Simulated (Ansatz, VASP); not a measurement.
# One calculation of Co, two programs

```
Co
1.0
     2.37827    0.00000    0.00000
    -1.18914    2.05964    0.00000
     0.00000    0.00000   23.80000
Co
1
Cartesian
  0.0000 0.0000 7.0000
```

Alike in both runs: functional PBE; k mesh 6 × 6 × 1; occupations gaussian, width 0.1 eV; collinear spin.

Ansatz relaxed the structure, and its values are those at the end. VASP's run is a single point on that final structure, the one shown.

|  | VASP | Ansatz |
| --- | --- | --- |
| version | VASP 6.6.1 | Ansatz 0.2.0 |
| potentials or method | VASP PAW PBE potentials, release 64 (Co) | scalar-relativistic, plane waves, PAW |
| plane-wave cutoff (eV) | 520 | 420 |
| valence electrons in the cell | 9 | 17 |

|  | VASP | Ansatz | Ansatz less VASP |
| --- | --- | --- | --- |
| gap on the k mesh at the Fermi level (eV) | none | none | - |
| net moment per atom (μB) | 2.06 | 2.06 | 0.000 |
| size of the moment on the site where the two differ most (μB) | 2.07 | 2.10 | +0.034 |

Site moments also hang on the region over which each program counts them. A gap of «none» marks a metal or a gap that the smearing closes. The two sets of potentials don't hold the same shells in valence. Ansatz warned: «slab_cell_height_set».

Caveats: the k mesh is coarse (spacing up to 0.51 Å⁻¹), so the values aren't converged.
